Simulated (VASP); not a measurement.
A run of VASP 6.6.1 is set up as follows.

File INCAR:

```
SYSTEM = BaZrO3
PREC     = Accurate       ! precision mode
ENCUT    = 600            ! plane-wave cutoff, eV
EDIFF    = 1E-7           ! SCF threshold, eV
ISMEAR   = 0              ! smearing method
SIGMA    = 0.03           ! smearing width, eV
LREAL    = .FALSE.        ! projectors in reciprocal space
LASPH    = .TRUE.         ! aspherical terms in the spheres
NELM     = 80             ! most SCF steps
ALGO     = Normal         ! electronic algorithm
ISIF     = 3              ! what is computed and relaxed
LWAVE    = .FALSE.        ! write WAVECAR
LCHARG   = .FALSE.        ! write CHGCAR
METAGGA  = R2SCAN         ! meta-GGA
LMIXTAU  = .TRUE.       
IBRION   = 2              ! ionic algorithm
NSW      = 90             ! ionic steps
EDIFFG   = -0.005         ! ionic threshold
```

Contents of KPOINTS:

```
Automatic mesh
0
G
  6 6 6
  0 0 0
```

Contents of POSCAR:

```
BaZrO3                                  
1.0
    4.2124089823     -0.0000000000      0.0000000000
   -0.0000000000      4.2124089823      0.0000000000
    0.0000000000     -0.0000000000      4.2124089823
  Ba              Zr              O             
     1     1     3
Direct
     0.5000000000000000    0.5000000000000000    0.5000000000000000
     0.0000000000000000    0.0000000000000000    0.0000000000000000
     0.5000000000000000    0.0000000000000000    0.0000000000000000
     0.0000000000000000    0.5000000000000000    0.0000000000000000
     0.0000000000000000    0.0000000000000000    0.5000000000000000
```

Potentials or basis: VASP PAW PBE potentials, release 64 (Ba_sv, Zr_sv, O).

Launch:

```bash
$ cat potpaw_PBE.64/Ba_sv/POTCAR potpaw_PBE.64/Zr_sv/POTCAR potpaw_PBE.64/O/POTCAR > POTCAR
$ mpirun -np 1 vasp_std > vasp.out
```

Task: Predict the band gap on the k mesh.

Result: 3.67 eV, indirect (least direct gap 3.93 eV).

Final structure:
```xyz
5
Lattice="4.2124 0.0000 0.0000 0.0000 4.2124 0.0000 0.0000 0.0000 4.2124" Properties=species:S:1:pos:R:3 pbc="T T T"
Ba    2.1062    2.1062    2.1062
Zr    0.0000    0.0000    0.0000
O     2.1062    0.0000    0.0000
O     0.0000    2.1062    0.0000
O     0.0000    0.0000    2.1062
```

Caveat: the relaxation stopped at its first step, so nothing moved; spin-orbit coupling is left out, which moves the levels of the heavy elements. r2SCAN opens gaps a little over a GGA but as a rule still falls short of measured ones.
